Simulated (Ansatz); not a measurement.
The system is NiO.

```xyz
2
Lattice="0.0000 2.0859 2.0859 2.0859 0.0000 2.0859 2.0859 2.0859 0.0000" Properties=species:S:1:pos:R:3 pbc="T T T"
Ni    0.0000    0.0000    0.0000
O     2.0859    2.0859    2.0859
```

Base run:

| Item | Value |
| --- | --- |
| Program | Ansatz 0.2.0 |
| Functional | PBEsol |
| Potentials or basis | all-electron LAPW, scalar-relativistic |
| Cutoff | 378 eV (chosen from the basis error) |
| Basis error allowed | 0.001 eV/atom |
| k mesh | 11 × 11 × 11 |
| Occupations | fermi-dirac, width 0.05 eV |
| Spin | collinear spin, ferromagnetic start |
| Starting moments | [1.0, 0.0] μB |

Its results: pressure -6.8 GPa; net moment 1.48 μB per cell; site moments Ni +1.24; O +0.23 μB.

Question: After a change of settings the same cell gave: pressure 14.3 GPa; net moment 1.73 μB per cell; site moments Ni +1.43; O +0.28 μB. Which change was it?
A. functional from PBEsol to BLYP
B. functional from PBEsol to LDA
C. functional from PBEsol to PBE

Answer: A.

BLYP binds less tightly than PBEsol, so the same cell stands under more pressure.

Caveats: a cell with one magnetic atom can't hold antiferromagnetic order, which such compounds often take.
